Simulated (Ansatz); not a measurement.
MgF2 (rutile), relaxed and computed with several functionals in Ansatz (plane waves, PAW).

```
functional  a (Å)  c (Å)  V (Å³/atom)  gap (eV)  B₀ by P(V) fit (GPa)
----------  -----  -----  -----------  --------  --------------------
r²SCAN      4.622  3.046        10.85      8.07                   104
PBE         4.698  3.093        11.38      6.84                  90.3
HSE06       4.640  3.055        10.96      9.40                  99.6
LDA         4.556  3.012        10.42      7.09                   112
PBEsol      4.638  3.062        10.98      6.89                  97.2
```

All cells were relaxed under the symmetry of their starts (and spin orders); stability against distortions was not tested throughout.

Potentials: the later of the program's two PAW sets.

Ansatz (a program for electronic structure) is a plane-wave DFT program.
